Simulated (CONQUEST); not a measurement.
CdS (Hawleyite) under changes of volume

One of the cells (24.808 Å³/atom); the others are scaled copies at fixed shape and fractional positions:

```xyz
4
Lattice="4.1246 0.0000 0.0000 0.0000 4.1246 0.0000 0.0000 0.0000 5.8330" Properties=species:S:1:pos:R:3 pbc="T T T"
Cd    0.0000    0.0000    0.0000
Cd    2.0623    2.0623    2.9165
S     0.0000    2.0623    1.4583
S     2.0623    0.0000    4.3748
```

| Item | Value |
| --- | --- |
| Program | CONQUEST 1.3 |
| Functional | PBEsol |
| Potentials or basis | PseudoDojo NC PBEsol, DZP, grid of 40 × 40 × 60 points |
| k mesh | 7 × 7 × 5 |
| Occupations | fermi-dirac, width 0.05 eV |
| Spin | no spin polarisation |

```csv
volume (Å³/atom),energy over the lowest point (meV/atom),pressure (GPa),gap on the mesh (eV)
23.319,?,?,?
23.815,12.35,3.4,1.30
24.312,4.00,2.0,1.24
24.808,0.04,0.6,1.19
25.304,0.00,-0.6,1.14
25.800,3.71,-1.7,1.08
26.296,10.50,-2.7,1.04
```

Problem. What does the run at 23.319 Å³/atom give?

Solution. Energy over the lowest point 25.29 meV/atom; pressure 5.0 GPa; gap on the mesh 1.36 eV.

Worked out: A Birch-Murnaghan fit of order 3 (a polynomial in V^(-2/3)) to the other rows has its minimum at 25.05 Å³/atom with B0 = V·E''(V) = 62 GPa and B' = 4.1. It gives 25.59 meV/atom at 23.319 Å³/atom, against the run's 25.29, and -dE/dV = 5.1 GPa, against 5.0. A straight line through the other rows of the gap, of slope -2.64 eV per unit of ln V, extrapolates to 1.35 eV, against the run's 1.36.

Energies are extrapolated to zero smearing.

Caveats: an odd mesh through Γ misses points on the zone boundary, where band edges often lie; the basis of atomic orbitals isn't converged, which shifts pressures, moduli and gaps; the real-space grid breaks the cell's symmetry a little (some runs). Spin-orbit coupling on Cd is left out.
